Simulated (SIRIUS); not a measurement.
## Sn in SIRIUS: the effect of functional

Crystal: Sn.

```
CELL_PARAMETERS angstrom
-1.63482 1.80254 -2.29473
-1.75573 1.74186 2.33794
3.31840 3.47425 -0.13535
ATOMIC_POSITIONS crystal
Sn 0.00168 0.00314 0.00071
Sn 0.49832 0.49686 0.49929
```

This isn't the form of Sn at room conditions, which is tetragonal (white tin).

The cell isn't the ideal one: all atoms moved at random.

Alike in all runs:

```yaml
Program: SIRIUS 7.10.0
Task: single point
Potentials_or_basis: PseudoDojo 0.4.1 PBE standard (scalar relativistic)
Cutoff: 983 eV
Density_cutoff: 3932 eV
k_mesh: 4 × 4 × 3
Occupations: fermi-dirac, width 0.05 eV
Spin: no spin polarisation
```

One run gave: pressure -2.8 GPa. Which functional did it use?
A. AM05
B. B86bPBE
C. revPBE
D. PBE
E. LDA

E.

| functional | pressure (GPa) |
| --- | --- |
| LDA | -2.8 |
| PBE | 1.0 |
| PBEsol | -1.7 |
| RPBE | 2.2 |
| revPBE | 1.9 |
| BLYP | 6.0 |
| PW91 | 1.2 |
| AM05 | -2.0 |
| B86bPBE | 1.7 |
| APBE | 1.9 |
| GAM | 0.5 |

Caveats: all runs use coarse meshes; the potentials were made for another functional, which shifts forces and pressure (some runs).
